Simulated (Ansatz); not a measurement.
Crystal: ZnS.

```
Zn S
1.0
     0.00000    2.70200    2.70200
     2.70200    0.00000    2.70200
     2.70200    2.70200    0.00000
Zn S
1 1
Direct
  0.75000 0.75000 0.75000
  0.00000 0.00000 0.00000
```

```yaml
Program: Ansatz 0.2.0
Task: relaxation of cell and atoms
Functional: revPBE
Potentials_or_basis: Ansatz PAW
Cutoff: "420 eV (not typed: the program's choice for these potentials)"
k_mesh: 9 × 9 × 9
Occupations: fermi-dirac, width 0.05 eV
Spin: no spin polarisation
```

At the start: volume 19.73 Å³/atom.

Question: How do energy, volume and symmetry change on relaxing?

Answer: It ends after 5 steps and the volume is 20.71 Å³/atom (+5.0 %); space group F-43m (No. 216, to 0.05 Å).

Step by step:
```tsv
step	energy change (eV)	largest force (eV/Å)	volume (Å³)
1	0.0000	0.0000	39.45
2	-0.0160	0.0000	40.53
3	-0.0196	0.0000	41.36
4	-0.0196	0.0000	41.43
5	-0.0206	0.0000	41.43
```

Final structure:
```
CELL_PARAMETERS angstrom
0.00000 2.74637 2.74637
2.74637 0.00000 2.74637
2.74637 2.74637 0.00000
ATOMIC_POSITIONS crystal
Zn 0.75000 0.75000 0.75000
S 0.00000 0.00000 0.00000
```

Caveat: the plane-wave basis is chosen anew once the cell has moved, so the energies of steps on either side of that aren't comparable; the PAW data sets come from PBE, with cores solved anew for the run's functional, which leaves a small shift of forces and pressure.
